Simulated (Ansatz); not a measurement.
**Si: from supercell energies to defect levels (Mn on the Si site)**

Computed with DFT PBEsol, scalar-relativistic, plane waves, PAW (Ansatz). Settings: 420 eV cutoff, 3×3×3 k-mesh, Gaussian smearing of 0.02 eV, collinear spin.

Host crystal, relaxed:

```
Si
1.0
     0.00000    2.71692    2.71692
     2.71692    0.00000    2.71692
     2.71692    2.71692    0.00000
Si
2
Direct
  0.25000 0.25000 0.25000
  0.00000 0.00000 0.00000
```

The Mn on the Si site was set at (0.250, 0.250, 0.250) of the host cell, in a supercell of 32 sites (642 Å³), relaxed at fixed cell in each charge q. The host's Kohn–Sham gap is 0.46 eV and its static dielectric constant 13.3 (mean). For each charge: the supercell's free energy over the neutral one with q electrons exchanged at the valence band top, F(q) − F(0) + qE_v; the image-charge term; and the term that aligns the potential far from the defect with the host's.

```csv
q,F(q) − F(0) + qE_v (eV),image charge (eV),alignment (eV)
+1,-0.169,0.181,0.014
0,0.000,0.000,0.000
-1,0.290,0.181,-0.117
```

Problem. Add the terms and find the levels between neighbouring charges, ε(q/q′) = [A(q′) − A(q)]/(q − q′), with and without the two corrections.

Solution. A(q): 0.026 eV for +1, 0.000 eV for 0, 0.355 eV for -1.
```tsv
level	corrected (eV over E_v)	uncorrected (eV)
(+1/0)	-0.03	0.17
(0/-1)	0.35	0.29
```

As a check, a point charge in a simple cubic cell of this volume has q²αe²/(2εL) = 0.178 q² eV (e² = 14.40 eV Å, α = 2.837, L = 8.63 Å); the shape of the real cell can change it somewhat. The term grows as q², so it pushes donor levels down and acceptor levels up. The program doubts the alignment for q = +1, -1, so levels beside it are uncertain by about that term.

Problem. Which of these charges is lowest with the Fermi level at the valence band top, at mid-gap and at the conduction band bottom?

Solution. The line A(q) + qE_F that lies lowest gives the charge: 0 at E_F = 0.00 eV, 0 at E_F = 0.23 eV, -1 at E_F = 0.46 eV. (+1/0) falls outside this Kohn–Sham gap, so the change of charge isn't reached within it; the real gap is usually wider and may hold a localised level, while a level that comes from a carrier in the host's bands only marks the band edge and moves with it. In charge 0, -1 the cell has partly filled levels, from a carrier spread over the host's bands, a defect level that the small cell broadens into a band, or a degenerate defect level that the symmetric start can't split, so the levels beside it are doubtful. Without the alignment that the program doubts, the level (0/-1) would lie at 0.47 eV, outside the gap, so these runs don't decide whether the defect changes charge there. Charges beyond those computed could lie lower near the band edges.

Problem. The neutral defect forms at 2.59 eV with atoms taken from and returned to the elements. What are the formation energies at those three Fermi levels, and what share of sites would hold the defect at 1200 K with E_F at mid-gap, if the host still stood at that temperature?

Solution. E_f = E_f(0) + A(q) + qE_F = 2.59, 2.59, 2.48 eV. In the dilute limit the share is exp(−E_f/k_BT) = exp(−2.591/0.1034) = 1.3×10⁻¹¹, leaving out degeneracy and vibrational entropy. Both elements stand at their elemental potentials, a limit that the host or competing compounds often put out of reach. The small cell and the narrow Kohn–Sham gap leave errors of tenths of an eV or more, which change the share by orders of magnitude.